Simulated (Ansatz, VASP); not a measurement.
Two plane-wave programs on In3As

```xyz
4
Lattice="4.6717 0.0000 0.0000 0.0000 4.6717 0.0000 0.0000 0.0000 4.6717" Properties=species:S:1:pos:R:3 pbc="T T T"
In    2.3492    2.3265   -0.0416
In    2.3066   -0.0548    2.3151
In   -0.0457    2.3241    2.3837
As   -0.0050    0.0390   -0.0137
```

Change from the starting cell: atoms moved at random, drawn with an rms of 0.05 Å.

Alike in both runs: task single point; functional PBE; k mesh 6 × 6 × 6; occupations fermi-dirac, width 0.05 eV; no spin polarisation.

```csv
,VASP,Ansatz
version,VASP 6.6.1,Ansatz 0.2.0
potentials or method,"VASP PAW PBE potentials, release 64 (In_d, As)",Ansatz PAW
plane-wave cutoff (eV),520,420
valence electrons in the cell,44,54
```

```tsv
	VASP	Ansatz	Ansatz less VASP
gap on the k mesh at the Fermi level (eV)	none	none	-
pressure (GPa)	0.6	0.6	+0.01
largest component of the traceless stress (GPa)	0.06	0.06	0.000
rms of the force components (eV/Å)	0.085	0.085	-0.0001
```

Atom by atom the forces differ by 0.000 eV/Å (rms over components). A gap of «none» marks a metal or a gap that the smearing closes. The two sets of potentials don't hold the same shells in valence.
